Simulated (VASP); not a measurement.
A run of VASP 6.6.1:

The input INCAR:

```
ALGO = Normal
EDIFF = 1E-7
ENCUT = 520
GGA = PS
ISIF = 2
ISMEAR = 0
LASPH = T
LCHARG = F
LREAL = F
LWAVE = F
NBANDS = 27
NELM = 100
PREC = Accurate
SIGMA = 0.1
```

The input KPOINTS:

```
k-points
0
Gamma
  6 6 6
```

POSCAR

```
InSe
1.0
    1.9999996503      1.1547003365      8.3166700000
   -1.9999996503      1.1547003365      8.3166700000
    0.0000000000     -2.3094006730      8.3166700000
In Se
2 2
Direct
    0.0000000000      0.0000000000      0.0000000000
    0.1122000000      0.1122000000      0.1122000000
    0.6155000000      0.6155000000      0.6155000000
    0.8300000000      0.8300000000      0.8300000000
```

Potentials or basis: VASP PAW PBE potentials, release 64 (In_d, Se).

Run with:

```sh
$ cat potpaw_PBE.64/In_d/POTCAR potpaw_PBE.64/Se/POTCAR > POTCAR
$ mpirun -np 1 vasp_std > vasp.out
```

Hardware: 1 thread of AMD EPYC 7R13 Processor (Zen 3) (shared host).

Q: Estimate the wall time of this run.

A: It took 7.7 min on 1 thread of AMD EPYC 7R13 Processor (Zen 3), on a shared host, peak memory 0.53 GiB. Counts: scf iterations 15, k points 32.
